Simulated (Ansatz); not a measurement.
Sb:

```
CELL_PARAMETERS angstrom
3.16000 0.00000 0.00000
0.00000 3.16000 0.00000
0.00000 0.00000 3.16000
ATOMIC_POSITIONS crystal
Sb 0.00000 0.00000 0.00000
```

This isn't the form of Sb at room conditions, which is rhombohedral.

```yaml
Program: Ansatz 0.2.0
Task: relaxation of cell and atoms
Functional: BLYP
Dispersion: D3(BJ)
Potentials_or_basis: Ansatz PAW
Cutoff: "420 eV (not typed: the program's choice for these potentials)"
k_mesh: 8 × 8 × 8
Occupations: fermi-dirac, width 0.05 eV
Spin: no spin polarisation
```

At the start: volume 31.55 Å³/atom.

How do energy, volume and symmetry change on relaxing?

It ends after 5 steps and the volume is 29.17 Å³/atom (-7.5 %); space group Pm-3m (No. 221, to 0.05 Å).

The path:
```csv
step,energy change (eV),largest force (eV/Å),volume (Å³)
1,0.0000,0.0000,31.55
2,-0.0277,0.0000,28.27
3,-0.0330,0.0000,29.31
4,-0.0332,0.0000,29.17
5,-0.0327,0.0000,29.17
```

Final structure:
```
Sb
1.0
     3.07843    0.00000    0.00000
     0.00000    3.07843    0.00000
     0.00000    0.00000    3.07843
Sb
1
Direct
  0.00000 0.00000 0.00000
```

Caveat: the plane-wave basis is chosen anew once the cell has moved, so the energies of steps on either side of that aren't comparable; pairwise dispersion overbinds metals, which lowers pressure and volume; the PAW data sets come from PBE, with cores solved anew for the run's functional, which leaves a small shift of forces and pressure.
